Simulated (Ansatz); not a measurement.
Crystal: Ca.

```xyz
1
Lattice="-2.2052 2.2052 2.1961 2.2052 -2.2052 2.1961 2.2052 2.2052 -2.1961" Properties=species:S:1:pos:R:3 pbc="T T T"
Ca    0.0000    0.0000    2.1961
```

This isn't the form of Ca at room conditions, which is fcc.

| Item | Value |
| --- | --- |
| Program | Ansatz 0.2.0 |
| Task | single point |
| Functional | PBE |
| Potentials or basis | all-electron LAPW, scalar-relativistic |
| Cutoff | 87 eV (chosen from the basis error) |
| Basis error allowed | 0.001 eV/atom |
| k mesh | 9 × 9 × 9 |
| Occupations | fermi-dirac, width 0.05 eV |
| Spin | no spin polarisation |

On this cell: pressure -0.2 GPa; band gap on the k mesh none (metal or under the smearing width).

The same run follows on a disturbed copy (cell strained at random at fixed volume):

```
CELL_PARAMETERS angstrom
-2.20381 2.16290 2.16035
2.21237 -2.21105 2.21730
2.22688 2.23412 -2.20869
ATOMIC_POSITIONS crystal
Ca 0.50653 0.49482 0.99392
```

**Question.** What does the disturbed cell give?

**Answer.** The energy (extrapolated to zero smearing) moves by +0.5 meV/atom; pressure -0.2 GPa; band gap on the k mesh none (metal or under the smearing width).

Stress tensor (GPa, compression positive):
```
-0.17 -0.12 -0.05
-0.12 -0.22  0.21
-0.05  0.21 -0.21
```
